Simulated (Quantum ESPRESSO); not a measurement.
# MoS2 (P-3m1) in Quantum ESPRESSO: further runs

The runs below take MoS2 through relaxation of cell and atoms, with PBEsol.

Everything below comes from runs of Quantum ESPRESSO 7.5. Logs are shortened: lines on timing, memory, paths and dates and some standing lists are left out, and cuts for length are marked.

### Step 1. Starting point

The structure is trigonal, space group P-3m1 (No. 164). The conventional cell has a = 3.227 Å, b = 3.227 Å, c = 6.312 Å, α = 90.00°, β = 90.00°, γ = 120.00°. Mo (site symmetry -3m) is surrounded by 6 S at 2.42 Å. S (site symmetry 3m) has 3 Mo at 2.42 Å as nearest neighbours.

Measurements of this composition are mostly on another form, of space group No. 194.

### Step 2. Relaxation of cell and atoms, PBEsol, target pressure 2 GPa, at which the enthalpy is minimised

pw.in reads:

```
&CONTROL
  calculation = 'vc-relax'
  prefix = 'pwscf'
  outdir = './tmp'
  pseudo_dir = './pseudo'
  tprnfor = .true.
  tstress = .true.
  disk_io = 'low'
  nstep = 40
  forc_conv_thr = 0.0004
  etot_conv_thr = 1d-05
/
&SYSTEM
  ibrav = 0
  nat = 3
  ntyp = 2
  ecutwfc = 52
  ecutrho = 414
  nbnd = 20
  occupations = 'smearing'
  smearing = 'fd'
  degauss = 0.00367493
/
&ELECTRONS
  conv_thr = 6d-10
  electron_maxstep = 120
  mixing_beta = 0.5
/
&IONS
  ion_dynamics = 'bfgs'
/
&CELL
  cell_dynamics = 'bfgs'
  press = 20
  press_conv_thr = 0.3
/
ATOMIC_SPECIES
Mo    95.9500 mo_pbesol_v1.uspp.F.UPF
S     32.0600 s_pbesol_v1.4.uspp.F.UPF
CELL_PARAMETERS angstrom
   3.2274645616    0.0000000000    0.0000000000
  -1.6137322808    2.7950663001    0.0000000000
   0.0000000000    0.0000000000    6.3124734200
ATOMIC_POSITIONS crystal
Mo     0.0000000000    0.0000000000    0.5000000000
S      0.6666666667    0.3333333333    0.7446806800
S      0.3333333333    0.6666666667    0.2553193200
K_POINTS automatic
9 9 4 0 0 0
```

Potentials or basis: GBRV 1.5 PBEsol.

The run is started by

```sh
$ OMP_NUM_THREADS=1 mpirun -n 2 pw.x -nk 2 -in pw.in > pw.out
```

pw.out:

```text
This program is part of the open-source Quantum ESPRESSO suite
     for quantum simulation of materials; please cite
         "P. Giannozzi et al., J. Phys.:Condens. Matter 21 395502 (2009);
         "P. Giannozzi et al., J. Phys.:Condens. Matter 29 465901 (2017);
         "P. Giannozzi et al., J. Chem. Phys. 152 154105 (2020);
     in publications or presentations arising from this work. More details at

     Message from routine setup:
     using ibrav=0 with symmetry is DISCOURAGED, use correct ibrav instead

     K-points division:     npool     =       2
     Subspace diagonalization in iterative solution of the eigenvalue problem:
     a serial algorithm will be used

     G-vector sticks info
     --------------------
     sticks:   dense  smooth     PW     G-vecs:    dense   smooth      PW
     Sum        1069     517    163                54689    19351    3265

     Using Slab Decomposition

     bravais-lattice index     =            0
     lattice parameter (alat)  =       6.0990  a.u.
     unit-cell volume          =     384.2818 (a.u.)^3
     number of atoms/cell      =            3
     number of atomic types    =            2
     number of electrons       =        26.00
     number of Kohn-Sham states=           20
     kinetic-energy cutoff     =      52.0000  Ry
     charge density cutoff     =     414.0000  Ry
     scf convergence threshold =      6.0E-10
     mixing beta               =       0.5000
     number of iterations used =            8  plain     mixing
     energy convergence thresh.=      1.0E-05
     force convergence thresh. =      4.0E-04
     press convergence thresh. =      3.0E-01
     Exchange-correlation= SLA  PW   PSX  PSC
                           (   1   4  10   8   0   0   0)
     nstep                     =           40

     celldm(1)=   6.099024  celldm(2)=   0.000000  celldm(3)=   0.000000
     celldm(4)=   0.000000  celldm(5)=   0.000000  celldm(6)=   0.000000

     crystal axes: (cart. coord. in units of alat)
               a(1) = (   1.000000   0.000000   0.000000 )
               a(2) = (  -0.500000   0.866025   0.000000 )
               a(3) = (   0.000000   0.000000   1.955861 )

     reciprocal axes: (cart. coord. in units 2 pi/alat)
               b(1) = (  1.000000  0.577350 -0.000000 )
               b(2) = (  0.000000  1.154701  0.000000 )
               b(3) = (  0.000000 -0.000000  0.511284 )

     PseudoPot. # 1 for Mo read from file:
     mo_pbesol_v1.uspp.F.UPF
     Pseudo is Ultrasoft + core correction, Zval = 14.0
     Generated by new atomic code, or converted to UPF format
     Using radial grid of  889 points,  6 beta functions with:
                l(1) =   0
                l(2) =   0
                l(3) =   1
                l(4) =   1
                l(5) =   2
                l(6) =   2
     Q(r) pseudized with  6 coefficients,  rinner =    1.000   1.000   1.000
                                                       1.000   1.000

     PseudoPot. # 2 for S  read from file:
     s_pbesol_v1.4.uspp.F.UPF
     Pseudo is Ultrasoft + core correction, Zval =  6.0
     Generated by new atomic code, or converted to UPF format
     Using radial grid of  907 points,  6 beta functions with:
                l(1) =   0
                l(2) =   0
                l(3) =   1
                l(4) =   1
                l(5) =   2
                l(6) =   2
     Q(r) pseudized with  8 coefficients,  rinner =    1.300   1.300   1.300
                                                       1.300   1.300

     atomic species   valence    mass     pseudopotential
     Mo               14.00    95.95000     Mo( 1.00)
     S                 6.00    32.06000     S ( 1.00)

     12 Sym. Ops., with inversion, found

   Cartesian axes

     site n.     atom                  positions (alat units)
         1        Mo     tau(   1) = (   0.0000000   0.0000000   0.9779307  )
         2        S      tau(   2) = (   0.5000000   0.2886751   1.4564922  )
         3        S      tau(   3) = (  -0.0000000   0.5773503   0.4993692  )

     number of k points=    43  Fermi-Dirac smearing, width (Ry)=  0.0037
                       cart. coord. in units 2pi/alat
        k(    1) = (   0.0000000   0.0000000   0.0000000), wk =   0.0061728
        k(    2) = (   0.0000000   0.0000000   0.1278209), wk =   0.0123457
        k(    3) = (   0.0000000   0.0000000  -0.2556418), wk =   0.0061728
        k(    4) = (   0.0000000   0.1283001   0.0000000), wk =   0.0370370
        k(    5) = (   0.0000000   0.1283001   0.1278209), wk =   0.0370370
        k(    6) = (   0.0000000   0.1283001  -0.2556418), wk =   0.0370370
[... 35 lines left out ...]
        k(   42) = (  -0.1111111   0.4490502  -0.1278209), wk =   0.0740741
        k(   43) = (  -0.2222222   0.5132002  -0.1278209), wk =   0.0740741

     Dense  grid:    54689 G-vectors     FFT dimensions: (  40,  40,  80)

     Smooth grid:    19351 G-vectors     FFT dimensions: (  27,  27,  60)

     Initial potential from superposition of free atoms

     starting charge      25.9990, renormalised to      26.0000
     Starting wfcs are   21 randomized atomic wfcs

     Self-consistent Calculation

     iteration #  1     ecut=    52.00 Ry     beta= 0.50
     Davidson diagonalization with overlap
     ethr =  1.00E-02,  avg # of iterations =  5.3

     Threshold (ethr) on eigenvalues was too large:
     Diagonalizing with lowered threshold

     Davidson diagonalization with overlap
     ethr =  2.76E-04,  avg # of iterations =  3.6

     total energy              =    -187.49416562 Ry
     estimated scf accuracy    <       0.08341186 Ry

     iteration #  2     ecut=    52.00 Ry     beta= 0.50
     Davidson diagonalization with overlap
     ethr =  3.21E-04,  avg # of iterations =  2.6
[... 43 lines left out ...]
     total energy              =    -187.51208430 Ry
     estimated scf accuracy    <          4.7E-09 Ry

     iteration #  9     ecut=    52.00 Ry     beta= 0.50
     Davidson diagonalization with overlap
     ethr =  1.81E-11,  avg # of iterations =  3.8

     End of self-consistent calculation

          k = 0.0000 0.0000 0.0000 (  2397 PWs)   bands (ev):

   -51.6009 -25.6550 -25.6232 -25.6232  -4.7169  -3.2552   3.4118   6.0721
     6.0721   8.2856   9.0272   9.1504   9.1504   9.8077   9.8077  13.3127
    13.3127  16.0506  16.1765  19.5008

          k = 0.0000 0.0000 0.1278 (  2397 PWs)   bands (ev):

   -51.6009 -25.6550 -25.6232 -25.6232  -4.6348  -3.3953   3.7524   6.0766
     6.0766   7.2770   9.1472   9.1472   9.7122   9.7734   9.7734  13.3919
    13.3919  15.9425  16.8758  19.5767
[... 241 lines left out ...]
          k =-0.2222 0.5132-0.1278 (  2440 PWs)   bands (ev):

   -51.5671 -25.8997 -25.7783 -25.5846  -2.8603  -2.5340   3.9905   4.5729
     5.6078   6.0267   6.2284   7.0345   9.8408  10.8724  11.4069  12.6173
    13.9676  16.7072  17.6266  17.9995

     the Fermi energy is    10.1013 ev

!    total energy              =    -187.51208430 Ry
     estimated scf accuracy    <          4.7E-10 Ry
     smearing contrib. (-TS)   =      -0.00064235 Ry
     internal energy E=F+TS    =    -187.51144195 Ry

     The total energy is F=E-TS. E is the sum of the following terms:
     one-electron contribution =     -95.15540568 Ry
     hartree contribution      =      57.72304986 Ry
     xc contribution           =     -35.91500880 Ry
     ewald contribution        =    -114.16407733 Ry

     convergence has been achieved in   9 iterations

     Forces acting on atoms (cartesian axes, Ry/au):

     atom    1 type  1   force =     0.00000000    0.00000000    0.00000000
     atom    2 type  2   force =     0.00000000    0.00000000    0.00012103
     atom    3 type  2   force =     0.00000000    0.00000000   -0.00012103

     Total force =     0.000171     Total SCF correction =     0.000006

     Computing stress (Cartesian axis) and pressure

          total   stress  (Ry/bohr**3)                   (kbar)     P=      -36.61
  -0.00033281   0.00000000   0.00000000          -48.96        0.00        0.00
   0.00000000  -0.00033281   0.00000000            0.00      -48.96        0.00
   0.00000000   0.00000000  -0.00008097            0.00        0.00      -11.91

     BFGS Geometry Optimization
     Energy error            =      4.9E-03 Ry
     Gradient error          =      1.2E-04 Ry/Bohr
     Cell gradient error     =      6.9E+01 kbar

     number of scf cycles    =   1
     number of bfgs steps    =   0

     enthalpy           new  =    -187.4598384187 Ry

     new trust radius        =       0.0459463121 bohr
     new conv_thr            =       0.0000000006 Ry

     new unit-cell volume =    373.29212 a.u.^3 (    55.31618 Ang^3 )
     density =      4.80515 g/cm^3

CELL_PARAMETERS (angstrom)
   3.189641449   0.000000000   0.000000000
  -1.594820725   2.762310524   0.000000000
   0.000000000   0.000000000   6.278239118

ATOMIC_POSITIONS (crystal)
Mo               0.0000000000        0.0000000000        0.5000000000
S                0.6666666667        0.3333333333        0.7446908257
S                0.3333333333        0.6666666667        0.2553091743

     NEW-OLD atomic charge density approx. for the potential
     New effective cutoffs (rho, wfc):  423.34   53.22

     Self-consistent Calculation

     iteration #  1     ecut=    52.00 Ry     beta= 0.50
     Davidson diagonalization with overlap
     ethr =  1.00E-06,  avg # of iterations =  6.6

     total energy              =    -187.51339615 Ry
     estimated scf accuracy    <       0.00078810 Ry

[... 115 further cycles ...]
     iteration #  3     ecut=    52.00 Ry     beta= 0.50
     Davidson diagonalization with overlap
     ethr =  4.18E-04,  avg # of iterations =  2.0

     total energy              =    -187.51017605 Ry
     estimated scf accuracy    <       0.03903767 Ry

     iteration #  4     ecut=    52.00 Ry     beta= 0.50
     Davidson diagonalization with overlap
     ethr =  1.50E-04,  avg # of iterations =  1.0
[... 50 lines left out ...]
     total energy              =    -187.51508500 Ry
     estimated scf accuracy    <          8.7E-12 Ry

     iteration # 12     ecut=    52.00 Ry     beta= 0.50
     Davidson diagonalization with overlap
     ethr =  1.00E-13,  avg # of iterations =  2.0

     End of self-consistent calculation

          k = 0.0000 0.0000 0.0000 (  2089 PWs)   bands (ev):

   -49.1207 -23.2500 -23.0953 -23.0953  -2.8887  -0.8857   5.0450   8.5846
     8.5846  10.9597  11.4014  11.6269  11.6269  12.4919  12.4919  15.5665
    15.5665  18.4416  19.5390  21.8447

          k =-0.0000-0.0000 0.1401 (  2101 PWs)   bands (ev):

   -49.1207 -23.2502 -23.0953 -23.0953  -2.6778  -1.2699   5.6915   8.6033
     8.6033   9.4541  11.6142  11.6142  12.3505  12.3529  12.3529  15.8368
    15.8368  18.5579  20.1809  22.0342

          k = 0.0000 0.0000-0.2802 (  2100 PWs)   bands (ev):

   -49.1207 -23.2503 -23.0953 -23.0953  -2.2469  -1.8554   6.7537   8.0902
     8.6225   8.6225  11.6019  11.6019  12.2267  12.2267  12.7205  16.1088
    16.1088  18.8441  20.5360  22.1694
[... 235 lines left out ...]
          k =-0.2281 0.5269-0.1401 (  2109 PWs)   bands (ev):

   -49.0730 -23.4547 -23.2968 -23.1567  -0.6483  -0.1646   5.9774   6.5163
     7.7726   8.2456   8.5336   9.3032  12.1380  13.4152  14.0886  15.1593
    16.4677  19.1791  20.2038  20.9804

     the Fermi energy is    12.5523 ev

!    total energy              =    -187.51508500 Ry
     estimated scf accuracy    <          7.1E-13 Ry
     smearing contrib. (-TS)   =      -0.00064501 Ry
     internal energy E=F+TS    =    -187.51443999 Ry

     The total energy is F=E-TS. E is the sum of the following terms:
     one-electron contribution =     -64.81717770 Ry
     hartree contribution      =      44.84756814 Ry
     xc contribution           =     -36.04838763 Ry
     ewald contribution        =    -131.49644280 Ry

     convergence has been achieved in  12 iterations

     Forces acting on atoms (cartesian axes, Ry/au):

     atom    1 type  1   force =     0.00000000   -0.00000000   -0.00000000
     atom    2 type  2   force =    -0.00000000   -0.00000000    0.00000447
     atom    3 type  2   force =     0.00000000    0.00000000   -0.00000447

     Total force =     0.000006     Total SCF correction =     0.000002
     SCF correction compared to forces is large: reduce conv_thr to get better values

     Computing stress (Cartesian axis) and pressure

          total   stress  (Ry/bohr**3)                   (kbar)     P=       19.43
   0.00013238  -0.00000000  -0.00000000           19.47       -0.00       -0.00
   0.00000000   0.00013238  -0.00000000            0.00       19.47       -0.00
  -0.00000000  -0.00000000   0.00013138           -0.00       -0.00       19.33

=------------------------------------------------------------------------------=
   JOB DONE.
=------------------------------------------------------------------------------=
```

Wall time 3.9 min (2 MPI ranks of Intel Xeon 6975P-C (Granite Rapids), shared host); peak memory 0.38 GiB.

Results:

| Property | Result |
| --- | --- |
| Free energy | -2551.2727 eV |
| Relaxed volume | 16.43 Å³/atom |
| Relaxed cell | a = 3.144 Å, b = 3.144 Å, c = 5.759 Å, α = 90.00°, β = 90.00°, γ = 120.00° |
| Space group after relaxing (to 0.05 Å) | P-3m1 (No. 164) |
| Energy change on relaxing (the enthalpy is what falls) | -14.1 meV/atom |
| Ionic steps | 16 |
| Pressure after relaxing | 1.9 GPa |
| Band gap on the k mesh | none (metal or under the smearing width) |

The path:
```tsv
step	energy change (eV)	largest force (eV/Å)	pressure (GPa)	volume (Å³)
1	0.0000	0.0031	-3.66	56.94
2	-0.0239	0.4297	0.17	55.32
3	-0.0344	0.5532	2.61	53.85
4	-0.0411	0.3803	3.20	52.66
5	-0.0433	0.1388	2.28	52.28
6	-0.0448	0.0562	1.75	52.25
7	-0.0466	0.0206	1.21	52.15
8	-0.0479	0.0804	0.82	51.93
9	-0.0489	0.1294	0.55	51.58
10	-0.0495	0.1659	0.42	51.03
11	-0.0481	0.1749	0.56	50.22
12	-0.0364	0.1050	1.39	48.97
13	-0.0428	0.0945	1.34	49.38
14	-0.0427	0.0594	1.58	49.35
15	-0.0422	0.0058	1.97	49.29
16	-0.0422	0.0000	2.00	49.29
```

Final structure:
```
CELL_PARAMETERS angstrom
3.14378 0.00000 0.00000
-1.57189 2.72260 0.00000
0.00000 0.00000 5.75861
ATOMIC_POSITIONS crystal
Mo 0.00000 0.00000 0.50000
S 0.66667 0.33333 0.77310
S 0.33333 0.66667 0.22690
```

Levels at points of the mesh, in eV from the Fermi level:
| k point | band 9 | band 10 | band 11 | band 12 | band 13 | band 14 | band 15 | band 16 | band 17 | band 18 |
| --- | --- | --- | --- | --- | --- | --- | --- | --- | --- | --- |
| (0.00, 0.00, 0.00) | -3.97 | -1.59 | -1.15 | -0.93 | -0.93 | -0.06 | -0.06 | 3.01 | 3.01 | 5.89 |
| (0.00, 0.00, -0.50) | -3.93 | -3.93 | -0.95 | -0.95 | -0.33 | -0.33 | 0.17 | 3.56 | 3.56 | 6.29 |

Caveat: this functional lacks dispersion, which binds the layers, so the pressure and a relaxed spacing across them are unreliable.

(Part 1 of 2 ends here.)
